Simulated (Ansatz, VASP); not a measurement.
## Two plane-wave programs on TaN

```
Ta N
1.0
     0.00000    2.17900    2.17900
     2.17900    0.00000    2.17900
     2.17900    2.17900    0.00000
Ta N
1 1
Direct
  0.49443 0.50718 0.49273
  0.02647 0.99712 0.98522
```

Alike in both runs: task single point; functional PBE; k mesh 8 × 8 × 8; occupations gaussian, width 0.15 eV; no spin polarisation.

|  | VASP | Ansatz |
| --- | --- | --- |
| version | VASP 6.6.1 | Ansatz 0.2.0 |
| potentials or method | VASP PAW PBE potentials, release 64 (Ta_pv, N) | plane waves, PAW |
| plane-wave cutoff (eV) | 520 | 540 |
| valence electrons in the cell | 16 | 18 |

```tsv
	VASP	Ansatz	Ansatz less VASP
pressure (GPa)	17.0	16.0	-0.98
largest component of the traceless stress (GPa)	0.56	0.55	-0.004
rms of the force components (eV/Å)	0.485	0.485	-0.0009
```

Atom by atom the forces differ by 0.001 eV/Å (rms over components). The two sets of potentials don't hold the same shells in valence. Ansatz warned: «stress_scf_threshold_loose».

Caveats: so large a pressure means that the cell lies far from this level's equilibrium, or that cutoff or potentials fall short (VASP). The runs have no spin-orbit coupling, so splittings on Ta are missing.
